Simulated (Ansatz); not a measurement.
**GaN (F-43m), random displacements**

Method: DFT LDA, scalar-relativistic, plane waves, PAW in Ansatz 0.2.0. Cutoff 420 eV, Γ-centred 6×6×6 k-points, Gaussian smearing of 0.05 eV. No spin polarisation. Energies are free energies at this smearing, counted from the undisturbed cell; pressure is positive in compression.

The starting cell (as given, not relaxed at this level; this zinc-blende form isn't the usual structure):

```yaml
crystal:
  lattice:
    - [4.50700, 0.00000, 0.00000]
    - [0.00000, -4.50700, 0.00000]
    - [0.00000, 0.00000, -4.50700]
  atoms:
    - { symbol: Ga, position: [0.00000, 0.50000, 0.50000] }
    - { symbol: Ga, position: [0.50000, 0.00000, 0.50000] }
    - { symbol: Ga, position: [0.50000, 0.50000, 0.00000] }
    - { symbol: Ga, position: [0.00000, 0.00000, 0.00000] }
    - { symbol: N, position: [0.75000, 0.75000, 0.75000] }
    - { symbol: N, position: [0.25000, 0.25000, 0.75000] }
    - { symbol: N, position: [0.25000, 0.75000, 0.25000] }
    - { symbol: N, position: [0.75000, 0.25000, 0.25000] }
```

The atoms are displaced (Å, in the unstrained cell):

```
atom ux uy uz
 Ga1  -0.008   0.028  -0.021
 Ga2  -0.095   0.013   0.048
 Ga3   0.086   0.092   0.028
 Ga4  -0.005  -0.119   0.015
  N5   0.026   0.074   0.082
  N6  -0.061  -0.028  -0.032
  N7   0.095  -0.054  -0.081
  N8  -0.037  -0.007  -0.039
```

Strain (Voigt, engineering shear): (0.0101, -0.0112, 0.0100, 0.0130, 0.0013, -0.0036).

What are the energy change, the stress and the forces?

ΔE = 126.0 meV/atom; stress (xx, yy, zz, yz, xz, xy; compression positive) (-4.64, -2.45, -4.39, -0.53, -2.09, -1.54) GPa; gap on the mesh 1.44 eV.
| atom | Fx (eV/Å) | Fy | Fz |
| --- | --- | --- | --- |
| Ga1 | 0.53 | -0.92 | 1.12 |
| Ga2 | 2.20 | -1.05 | -2.32 |
| Ga3 | -1.13 | -2.00 | 0.08 |
| Ga4 | -0.47 | 2.58 | -0.88 |
| N5 | -0.72 | -1.61 | -1.53 |
| N6 | 1.54 | 0.12 | 0.51 |
| N7 | -2.75 | 2.35 | 2.96 |
| N8 | 0.81 | 0.54 | 0.06 |

Cost: 1 run of about 0.75 core-minutes, on Arm Neoverse V1 (shared hosts).